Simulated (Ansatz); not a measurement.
# Dielectric response of CaO (110) films, part 4 of 4

How well do thin rocksalt CaO (110) films screen a perpendicular field?

Ansatz 0.2.0; plane-wave DFT, PBEsol, Ansatz PAW.

So far. Step 14 (Response with the atoms held, 16 atoms, units 8): The induced dipole is that of a conductor 11.01 Å thick. Step 15 (Relaxation, 24 atoms, units 12): The gap is 2.42 eV, with the valence edge 3.72 eV and the conduction edge 1.30 eV under the upper vacuum level.

**17. Single point on the relaxed film, 24 atoms, units 12**

The next thickness, treated alike, so that differences show the interior and the faces cancel.

File input.yaml:

```yaml
crystal:
  lattice:
    - [3.40118362, 0.0, 0.0]
    - [0.0, 4.81, 0.0]
    - [0.0, 0.0, 36.7065098963]
  atoms:
    - { symbol: Ca, position: [0.5, 0.5, 0.2517238068] }
    - { symbol: O, position: [0.5, 0.0, 0.25268685] }
    - { symbol: Ca, position: [0.0, 0.0, 0.2924811018] }
    - { symbol: O, position: [0.0, 0.5, 0.2918767963] }
    - { symbol: Ca, position: [0.5, 0.5, 0.3407463942] }
    - { symbol: O, position: [0.5, 0.0, 0.3412776608] }
    - { symbol: Ca, position: [0.0, 0.0, 0.3854842453] }
    - { symbol: O, position: [0.0, 0.5, 0.385117718] }
    - { symbol: Ca, position: [0.5, 0.5, 0.4315834471] }
    - { symbol: O, position: [0.5, 0.0, 0.4318456861] }
    - { symbol: Ca, position: [0.0, 0.0, 0.477099049] }
    - { symbol: O, position: [0.0, 0.5, 0.4768905425] }
    - { symbol: Ca, position: [0.5, 0.5, 0.5229009513] }
    - { symbol: O, position: [0.5, 0.0, 0.5231094581] }
    - { symbol: Ca, position: [0.0, 0.0, 0.5684165532] }
    - { symbol: O, position: [0.0, 0.5, 0.5681543138] }
    - { symbol: Ca, position: [0.5, 0.5, 0.6145157542] }
    - { symbol: O, position: [0.5, 0.0, 0.6148822821] }
    - { symbol: Ca, position: [0.0, 0.0, 0.6592536053] }
    - { symbol: O, position: [0.0, 0.5, 0.6587223389] }
    - { symbol: Ca, position: [0.5, 0.5, 0.7075188986] }
    - { symbol: O, position: [0.5, 0.0, 0.7081232036] }
    - { symbol: Ca, position: [0.0, 0.0, 0.7482761932] }
    - { symbol: O, position: [0.0, 0.5, 0.7473131499] }
kpoints:
  mp_grid: { grid: [8, 6, 1] }
hamiltonian:
  xc: pbesol
scf:
  occupations: { method: fixed }
  convergence: { dr2_threshold: 1.0e-09 }
efield:
  axis: 3
  dipole_correction: true
  ramp_position: 0.97
  ramp_width: 0.06
output:
  eigenvalues: true
  dos: { projected: true, e_range: [-7, 7] }
  write_potential: true
  write_density: true
  volumetric_format: npy
checkpoint:
  write: end12.run
  compress: false
  write_wavefunctions: false
```

Command:

```bash
$ ansatz run input.yaml --threads 4 --pin off --max-ram 12288MiB --backend cpu --events-out ev --progress --plain --runs-dir out
```

Numbers of over 12 decimals in the logs are rounded to 6 here.

The log of the run:

```text
[...]
Crystal: 24 atoms, lattice volume = 600.507 Å³
Basis set: ecut = 420 eV, 11693 PW (Γ)
Bands: 120, of which v1, the nominal top of the filled ones, is band 96 counted from 1 (95 counted from 0)
Symmetry: 4 space group operations
k-points: 20 of 48
[...]
k-point 0: bands = [... 92 lower, 2.4375, 2.4383, 2.8132, 2.8157, 5.2376, 5.2416, 6.0110, 6.3779, ... 20 higher]
  k-point 1: bands = [... 92 lower, 2.3410, 2.3590, 2.7767, 2.7787, 5.3916, 5.3945, 6.1240, 6.4766, ... 20 higher]
  k-point 2: bands = [... 92 lower, 2.3027, 2.3100, 2.7072, 2.7082, 5.7430, 5.7449, 6.4416, 6.7035, ... 20 higher]
  k-point 19: bands = [... 92 lower, 1.9772, 1.9772, 2.4080, 2.4080, 7.0126, 7.0126, 8.3752, 8.3752, ... 20 higher]
[key lines of the parts left out:]
SCF converged after 11 iterations
Free energy (F): -28293.984955 eV
Fermi energy:    2.815742 eV
Dipole field:    D = -0.000000 V/Å  (p = -0.000000 e·Å, saw-weighted, corrected)
Work function:   Φ+ = 3.7205 eV   Φ− = 3.7205 eV
```

It took 81 s on 4 threads of Arm Neoverse V1, shared host; peak memory 2.4 GiB.

Running mean over 1.701 Å of the planar mean; the ramp of the sawtooth is left out. Electron's electrostatic potential energy less the highest filled level against z:

```csv
z (Å),electron's electrostatic potential energy less the highest filled level (eV)
4,3.72
5,3.72
6,3.71
7,3.61
8,2.06
9,-3.56
10,-5.63
11,-4.17
12,-3.91
13,-4.59
14,-4.38
15,-4.28
16,-4.33
17,-4.44
18,-4.35
19,-4.32
20,-4.49
21,-4.30
22,-4.28
23,-4.56
24,-4.39
25,-3.74
26,-4.53
27,-5.33
28,-2.27
29,3.02
30,3.66
31,3.71
32,3.72
33,3.72
```

The gap is 2.42 eV, with the valence edge 3.72 eV and the conduction edge 1.30 eV under the upper vacuum level.

**18. Single point, 24 atoms, units 12, field 0.05 V/Å**

input.yaml: that of step 17 with these lines changed.

```diff
@@ -36,3 +36,3 @@
   occupations: { method: fixed }
-  convergence: { dr2_threshold: 1.0e-09 }
+  convergence: { dr2_threshold: 1.0e-10 }
 efield:
@@ -42,5 +42,4 @@
   ramp_width: 0.06
+  amplitude: 0.05
 output:
-  eigenvalues: true
-  dos: { projected: true, e_range: [-7, 7] }
   write_potential: true
@@ -48,5 +47 @@
   volumetric_format: npy
-checkpoint:
-  write: end12.run
-  compress: false
-  write_wavefunctions: false
```

The log of the run:

```text
[...]
Crystal: 24 atoms, lattice volume = 600.507 Å³
Basis set: ecut = 420 eV, 11693 PW (Γ)
Bands: 120, of which v1, the nominal top of the filled ones, is band 96 counted from 1 (95 counted from 0)
Symmetry: 4 space group operations
k-points: 20 of 48
[...]
k-point 0: bands = [... 92 lower, 2.4556, 2.5485, 2.7032, 2.9258, 5.0675, 5.4079, 6.0025, 6.3565, ... 20 higher]
  k-point 1: bands = [... 92 lower, 2.2620, 2.4459, 2.6663, 2.8891, 5.2206, 5.5620, 6.1146, 6.4708, ... 20 higher]
  k-point 2: bands = [... 92 lower, 2.2128, 2.4039, 2.5960, 2.8193, 5.5762, 5.9091, 6.4264, 6.7077, ... 20 higher]
  k-point 19: bands = [... 92 lower, 1.8640, 2.0903, 2.2890, 2.5265, 6.8792, 7.1455, 8.2720, 8.3237, ... 20 higher]
[key lines of the parts left out:]
SCF converged after 15 iterations
Free energy (F): -28293.986760 eV
Fermi energy:    2.925826 eV
Dipole field:    D = 0.021758 V/Å  (p = 0.072206 e·Å, saw-weighted, corrected)
```

Elapsed: 96 s, on 4 threads; peak memory 2.4 GiB; 6.3 min of CPU time.

The dipole is 0.0722 e·Å, and the gap on the mesh 2.142 eV.

**19. Atoms held, 24 atoms, units 12, field -0.05 V/Å**

input.yaml: that of step 18 with these lines changed.

```diff
@@ -42,3 +42,3 @@
   ramp_width: 0.06
-  amplitude: 0.05
+  amplitude: -0.05
 output:
```

The log of the run:

```text
[...]
Crystal: 24 atoms, lattice volume = 600.507 Å³
Basis set: ecut = 420 eV, 11693 PW (Γ)
Bands: 120, of which v1, the nominal top of the filled ones, is band 96 counted from 1 (95 counted from 0)
Symmetry: 4 space group operations
k-points: 20 of 48
[...]
k-point 0: bands = [... 92 lower, 2.4556, 2.5485, 2.7032, 2.9258, 5.0675, 5.4079, 6.0025, 6.3565, ... 20 higher]
  k-point 1: bands = [... 92 lower, 2.2620, 2.4459, 2.6663, 2.8891, 5.2206, 5.5620, 6.1146, 6.4708, ... 20 higher]
  k-point 2: bands = [... 92 lower, 2.2128, 2.4039, 2.5960, 2.8193, 5.5762, 5.9091, 6.4264, 6.7077, ... 20 higher]
  k-point 19: bands = [... 92 lower, 1.8640, 2.0903, 2.2890, 2.5265, 6.8792, 7.1455, 8.2720, 8.3237, ... 20 higher]
[key lines of the parts left out:]
SCF converged after 15 iterations
Free energy (F): -28293.986760 eV
Fermi energy:    2.925826 eV
Dipole field:    D = -0.021758 V/Å  (p = -0.072206 e·Å, saw-weighted, corrected)
```

Wall time 94 s (4 threads); peak memory 2.4 GiB; 6.2 min of CPU time.

The dipole is -0.0722 e·Å, and the gap on the mesh 2.142 eV.

**20. Response with the atoms held, 24 atoms, units 12**

This step: plane-wave DFT, PBEsol, Ansatz PAW; response to a field along the normal, atoms held (Ansatz 0.2.0).

Local field over the applied field, running mean. From the potentials at -0.05 and 0.05 V/Å; running mean over 1.701 Å, taken twice. The local field over applied field by z:

| z (Å) | local field over applied field |
| --- | --- |
| 5 | 0.993 |
| 6 | 0.963 |
| 7 | 0.845 |
| 8 | 0.567 |
| 9 | 0.272 |
| 10 | 0.185 |
| 11 | 0.253 |
| 12 | 0.279 |
| 13 | 0.251 |
| 14 | 0.253 |
| 15 | 0.266 |
| 16 | 0.261 |
| 17 | 0.257 |
| 18 | 0.262 |
| 19 | 0.261 |
| 20 | 0.257 |
| 21 | 0.263 |
| 22 | 0.264 |
| 23 | 0.248 |
| 24 | 0.258 |
| 25 | 0.281 |
| 26 | 0.230 |
| 27 | 0.186 |
| 28 | 0.343 |
| 29 | 0.662 |
| 30 | 0.895 |
| 31 | 0.977 |
| 32 | 0.996 |

The induced dipole is that of a conductor 15.97 Å thick.

**21. Field on, atoms free, 24 atoms, units 12, field 0.05 V/Å**

This step: plane-wave DFT, PBEsol, Ansatz PAW (Ansatz 0.2.0).

The same pair of relaxations in the field for this thickness.

input.yaml: that of step 19 with these lines changed.

```diff
@@ -42,3 +42,6 @@
   ramp_width: 0.06
-  amplitude: -0.05
+  amplitude: 0.05
+relax:
+  f_tol: 0.0006
+  max_steps: 70
 output:
```

The log of the run:

```text
[...]
Crystal: 24 atoms, lattice volume = 600.507 Å³
Basis set: ecut = 420 eV, 11693 PW (Γ), exchange–correlation on 48×72×500 points (8 copies of the dense FFT grid, shifted against one another)
Bands: 120, of which v1, the nominal top of the filled ones, is band 96 counted from 1 (95 counted from 0)
Symmetry: 4 space group operations
k-points: 20 of 48
[...]
- { symbol: O, position: [0.0, 0.5, 0.568119] }
    - { symbol: Ca, position: [0.5, 0.5, 0.614545] }
    - { symbol: O, position: [0.5, 0.0, 0.614862] }
    - { symbol: Ca, position: [0.0, 0.0, 0.659302] }
    - { symbol: O, position: [0.0, 0.5, 0.658680] }
    - { symbol: Ca, position: [0.5, 0.5, 0.707537] }
    - { symbol: O, position: [0.5, 0.0, 0.708125] }
    - { symbol: Ca, position: [0.0, 0.0, 0.748335] }
    - { symbol: O, position: [0.0, 0.5, 0.747260] }
[key lines of the parts left out:]
SCF converged after 7 iterations
Free energy (F): -28293.987273 eV
Fermi energy:    2.840860 eV
Dipole field:    D = 0.027209 V/Å  (p = 0.090295 e·Å, saw-weighted, corrected)
```

Elapsed: 3.4 min, on 4 threads; peak memory 2 GiB.

No atom moved by 0.005 Å in the relaxation.

The relaxation took 4 steps and lowered the energy by 4.5e-4 eV; the largest force on the free atoms ends at 5.1e-4 eV/Å.

The dipole is 0.0903 e·Å, and the gap on the mesh 2.325 eV.

**22. Field on, atoms free, 24 atoms, units 12, field -0.05 V/Å**

The opposite sign, again from the field-free geometry; the difference of the two cancels what relaxes without a field.

input.yaml: that of step 21 with these lines changed.

```diff
@@ -42,3 +42,3 @@
   ramp_width: 0.06
-  amplitude: 0.05
+  amplitude: -0.05
 relax:
```

The log of the run:

```text
[...]
Crystal: 24 atoms, lattice volume = 600.507 Å³
Basis set: ecut = 420 eV, 11693 PW (Γ), exchange–correlation on 48×72×500 points (8 copies of the dense FFT grid, shifted against one another)
Bands: 120, of which v1, the nominal top of the filled ones, is band 96 counted from 1 (95 counted from 0)
Symmetry: 4 space group operations
k-points: 20 of 48
[...]
- { symbol: O, position: [0.0, 0.5, 0.568195] }
    - { symbol: Ca, position: [0.5, 0.5, 0.614494] }
    - { symbol: O, position: [0.5, 0.0, 0.614910] }
    - { symbol: Ca, position: [0.0, 0.0, 0.659213] }
    - { symbol: O, position: [0.0, 0.5, 0.658776] }
    - { symbol: Ca, position: [0.5, 0.5, 0.707511] }
    - { symbol: O, position: [0.5, 0.0, 0.708134] }
    - { symbol: Ca, position: [0.0, 0.0, 0.748229] }
    - { symbol: O, position: [0.0, 0.5, 0.747379] }
[key lines of the parts left out:]
SCF converged after 7 iterations
Free energy (F): -28293.987273 eV
Fermi energy:    2.840861 eV
Dipole field:    D = -0.027209 V/Å  (p = -0.090295 e·Å, saw-weighted, corrected)
```

Wall time 3.4 min (4 threads); peak memory 2 GiB.

Hardly anything moved in the relaxation; the energy changed by under 0.2 meV an atom.

The relaxation took 4 steps and lowered the energy by 4.5e-4 eV; the largest force on the free atoms ends at 5.1e-4 eV/Å.

The dipole is -0.0903 e·Å, and the gap on the mesh 2.325 eV.

**23. Response with the atoms relaxed, 24 atoms, units 12**

This step: plane-wave DFT, PBEsol, Ansatz PAW; response to a field along the normal, atoms relaxed (Ansatz 0.2.0).

Numbers from this step:

* equivalent conductor thickness p/(ε₀AE): 19.97 Å
* inner field over outer field: 0.07514
* local ε in the middle: 13.31

Local field over the applied field, running mean. From the potentials at -0.05 and 0.05 V/Å; running mean over 1.701 Å, taken twice. Table of local field over applied field by z:

```csv
z (Å),local field over applied field
5,0.994
6,0.968
7,0.859
8,0.469
9,-0.00231
10,-0.0148
11,0.167
12,0.0736
13,0.00171
14,0.0896
15,0.0914
16,0.0425
17,0.0567
18,0.0759
19,0.0719
20,0.0457
21,0.0494
22,0.103
23,0.0684
24,0.00634
25,0.130
26,0.138
27,-0.0618
28,0.0945
29,0.611
30,0.909
31,0.980
32,0.996
```

The induced dipole is that of a conductor 19.97 Å thick.

**24. Electronic ε from the series**

This step: plane-wave DFT, PBEsol, Ansatz PAW; permittivity from the thickness series, atoms held (Ansatz 0.2.0).

Each added layer adds t(1 − 1/ε) to the dipole term, so the slope against thickness gives ε without a choice of where the film ends.

This step gave:

```
slope                : 0.7344
intercept of the fit : 2.575 Å
ε of the interior    : 3.765
```

Table of equivalent conductor thickness by distance between the outer atoms:

```csv
distance between the outer atoms (Å),equivalent conductor thickness (Å)
6.49,7.36
11.52,11.0
18.23,16.0
```

By hand, from the thinnest and the thickest film: slope = (15.973 − 7.355) / (18.227 − 6.487) = 0.734, so ε = 1/(1 − 0.734) = 3.76.

**25. Static ε from the series**

This step: plane-wave DFT, PBEsol, Ansatz PAW; permittivity from the thickness series, atoms relaxed (Ansatz 0.2.0).

The same fit for the relaxed films. The nearer its slope lies to 1, the more ε hangs on small errors.

This step gave:

```
slope                : 0.9197
intercept of the fit : 3.212 Å
ε of the interior    : 12.45
```

Table of equivalent conductor thickness by distance between the outer atoms:

```csv
distance between the outer atoms (Å),equivalent conductor thickness (Å)
6.49,9.18
18.23,20.0
```

By hand, from the thinnest and the thickest film: slope = (19.975 − 9.178) / (18.227 − 6.487) = 0.920, so ε = 1/(1 − 0.920) = 12.4. One nm of such a film has the capacitance of 3.9/12.4 = 0.31 nm of SiO₂ (its equivalent oxide thickness).

**26. The same run with other settings**

This step: plane-wave DFT, PBEsol, Ansatz PAW (Ansatz 0.2.0).

System of this step: CaO (110), 5 units. The cell holds 10 atoms: 5 Ca and 5 O. Cell: a = 3.401 Å, b = 4.810 Å, c = 24.802 Å, α = 90.0°, β = 90.0°, γ = 90.0°. It derives from CaO (rocksalt CaO). Vacuum lies along c.

An input spoilt on purpose, to show how the run answers: it repeats the earlier run at 0.05 V/Å, 5 units with efield.ramp_width from 0.06 to 0.9, and scf.max_iter set to 100.

File input.yaml:

```yaml
crystal:
  lattice:
    - [3.40118362, 0.0, 0.0]
    - [0.0, 4.81, 0.0]
    - [0.0, 0.0, 24.802367235]
  atoms:
    - { symbol: Ca, position: [0.5, 0.5, 0.3692276862] }
    - { symbol: O, position: [0.5, 0.0, 0.370250431] }
    - { symbol: Ca, position: [0.0, 0.0, 0.4299743354] }
    - { symbol: O, position: [0.0, 0.5, 0.4296118352] }
    - { symbol: Ca, position: [0.5, 0.5, 0.4999999998] }
    - { symbol: O, position: [0.5, 0.0, 0.5000000004] }
    - { symbol: Ca, position: [0.0, 0.0, 0.5700256646] }
    - { symbol: O, position: [0.0, 0.5, 0.5703881649] }
    - { symbol: Ca, position: [0.5, 0.5, 0.6307723138] }
    - { symbol: O, position: [0.5, 0.0, 0.6297495687] }
kpoints:
  mp_grid: { grid: [8, 6, 1] }
hamiltonian:
  xc: pbesol
scf:
  occupations: { method: fixed }
  convergence: { dr2_threshold: 1.0e-10 }
  max_iter: 100
efield:
  axis: 3
  dipole_correction: true
  ramp_position: 0.97
  ramp_width: 0.9
  amplitude: 0.05
output:
  write_potential: true
  write_density: true
  volumetric_format: npy
```

The log of the run:

```text
Engine: ansatz 0.2.0, aarch64-unknown-linux-gnu
Pseudopotentials: kind: paw
Pseudopotential: Ca, paw, valence charge 10, recommended cutoff 420 eV (normal), Ca.paw.azcp
Pseudopotential: O, paw, valence charge 6, recommended cutoff 420 eV (normal), O.paw.azcp
Functional definition: PBEsol
  exchange = pbesol_x
  correlation = pbesol_c
Crystal: 10 atoms, lattice volume = 405.759 Å³
Basis set: ecut = 420 eV, 7901 PW (Γ)
Bands: 50, of which v1, the nominal top of the filled ones, is band 40 counted from 1 (39 counted from 0)
Symmetry: 4 space group operations
k-points: 20 of 48
Non-local potential: Ca, projectors of the file, l = 0: 3, l = 1: 2, l = 2: 2
Non-local potential: O, projectors of the file, l = 0: 2, l = 1: 2, l = 2: 1
PAW form: soft (Blöchl's): semilocal exchange-correlation on the pseudo side does not see the compensation charge
PAW frozen core: Ca, regenerated for the run's functional, and the local potential with it (the file was generated under x = pbe(κ = 0.804, μ = 0.219515), c = pbe(β = 0.066725))
PAW frozen core: O, regenerated for the run's functional, and the local potential with it (the file was generated under x = pbe(κ = 0.804, μ = 0.219515), c = pbe(β = 0.066725))
PAW one-centre angular grid: Ca, 110 points (default); XC on 64 Gauss nodes
PAW one-centre angular grid: O, 110 points (default); XC on 64 Gauss nodes
Initial density: superposition of atomic densities (neutral atoms: chi_scale 0, normalization atom, screened)
Initial wavefunctions: pseudopotential atomic-orbital guess
Functional: x = pbesol(κ = 0.804, μ = 0.123457), c = pbesol(β = 0.046)
Error: efield: ion 0 (Ca) at fractional coordinate 0.3692 along the field axis lies inside the sawtooth ramp with 2 of the planes that the density is read on at each end, [0.9589, 0.8811] — the ramp must sit in vacuum (an ion there feels the fictitious reversed slope); set or move the ramp (efield.ramp_position / ramp_width) or move the geometry
```

Elapsed: 0.24 s, on 4 threads; peak memory 0.45 GiB.

The program refused the input before any cycle.

The program's message: “Error: efield: ion 0 (Ca) at fractional coordinate 0.3692 along the field axis lies inside the sawtooth ramp with 2 of the planes that the density is read on at each end, [0.9589, 0.8811] — the ramp m …”

The fault put into the input: a ramp so wide that it reaches the atoms.

**27. A changed input: crystal.symmetry = {"detect": false}**

Another changed input: it repeats the earlier run at 0.05 V/Å, 5 units with crystal.symmetry to detect: false.

input.yaml: that of step 26 with these lines changed.

```diff
@@ -16,2 +16,3 @@
     - { symbol: O, position: [0.5, 0.0, 0.6297495687] }
+  symmetry: { detect: false }
 kpoints:
@@ -23,3 +24,2 @@
   convergence: { dr2_threshold: 1.0e-10 }
-  max_iter: 100
 efield:
@@ -28,3 +28,3 @@
   ramp_position: 0.97
-  ramp_width: 0.9
+  ramp_width: 0.06
   amplitude: 0.05
```

The log of the run:

```text
[...]
Crystal: 10 atoms, lattice volume = 405.759 Å³
Basis set: ecut = 420 eV, 7901 PW (Γ)
Bands: 50, of which v1, the nominal top of the filled ones, is band 40 counted from 1 (39 counted from 0)
Symmetry: 1 space group operations
k-points: 26 of 48 (time reversal used)
[...]
SCF iter   1: F=—  HF=-11798.861981 eV  |F-HF|=—  |Δ(HF+E_count)|=         —  Δρ=8.29e-2  dr2=4.01e1  ethr=3.10e-3  p=0.044 e·Å  D=1.97e-2 V/Å  ΔV_dip=-0.49 eV  dr2_dipole=3.89e-4  V_vac-E_F(+/−)=13.41/12.77 eV  ⟨swp⟩=8.0  Hψ=5958  notcnv=0  defer=210
[...]
SCF iter  15: F=-11787.198690 eV  HF=-11787.198690 eV  |F-HF|=1.55e-10  |Δ(HF+E_count)|=  2.00e-10  Δρ=8.13e-8  dr2=1.63e-11  ethr=1.00e-12  p=0.033 e·Å  D=1.48e-2 V/Å  ΔV_dip=-0.37 eV  dr2_dipole=8.49e-14  V_vac-E_F(+/−)=3.94/3.18 eV  ⟨swp⟩=20.9  Hψ=6986  notcnv=0
SCF 1 converged in 15 iterations: F = -11787.198690 eV  dr2 = 1.63e-11
[...]
SCF converged after 15 iterations
[...]
Free energy (F): -11787.198690 eV
[...]
Internal energy: -11787.198690 eV  (E = F + TS)
E sigma→0 (E₀):  -11787.198690 eV
Fermi energy:    0.482564 eV
Dipole field:    D = 0.014828 V/Å  (p = 0.033249 e·Å, saw-weighted, corrected)
Work function:   not extracted (applied field tilts the vacuum); planar V_es + V_field profile in the machine report
[...]
--- Band table (eV; the first three rows and the last of 26) ---
  k-point 0: bands = [... 36 lower, -0.0459, 0.1247, 0.2262, 0.4826, 2.5934, 2.8560, 3.5272, 3.9844, ... 6 higher]
  k-point 1: bands = [... 36 lower, -0.3927, 0.1141, 0.1913, 0.4433, 2.7546, 2.9908, 3.6026, 4.1589, ... 6 higher]
  k-point 2: bands = [... 36 lower, -0.5280, 0.0728, 0.1242, 0.3691, 3.1014, 3.3064, 3.7711, 4.6302, ... 6 higher]
  k-point 25: bands = [... 36 lower, -0.6034, -0.4861, -0.1399, -0.0562, 4.3905, 4.5025, 5.6784, 5.8170, ... 6 higher]
```

The job ended after 24 s (4 threads; peak memory 1 GiB).

This step gave:

* gap on the k-mesh: 2.111 eV
* dipole along the normal: 0.03325 e·Å

```csv
quantity,this run,earlier run,difference
dipole along the normal (e·Å),0.03325,0.03325,4.8e-8
gap on the k-mesh (eV),2.111,2.111,-3.2e-8
```

Nothing in the table moves by 0.01 in its unit (for the dipole 0.5 % and 5e-5 e·Å).

**28. What came out**

* electronic ε from the thickness series: 3.77
* static ε from the thickness series: 12.4
* local electronic ε, middle of 12 units: 3.82

What this shows: The films give an electronic ε of 3.77 and a static ε of 12.4. The slope of the series and the field inside the thickest film give 3.77 and 3.82, in agreement. Ions raise ε from 3.77 to 12.4. The static value rests on two thicknesses alone. The in-plane lattice constants are held at typed bulk values. Semilocal functionals tend to overestimate the electronic ε a little.

[Logs are printed without paths, hosts, clocks, repeated set-up lines and the standing remarks that a program may print on its own settings, such as how far it seeks lower states.]

[Hosts, paths, dates, database ids (printed as entryN), source tags and the programs' standing remarks are cut or masked in the printed files.]

[Maps of the electrostatic potential energy from Ansatz leave out the sawtooth potential of an applied field or a dipole correction, so their vacuum need not be flat; planar profiles and work functions include it.]
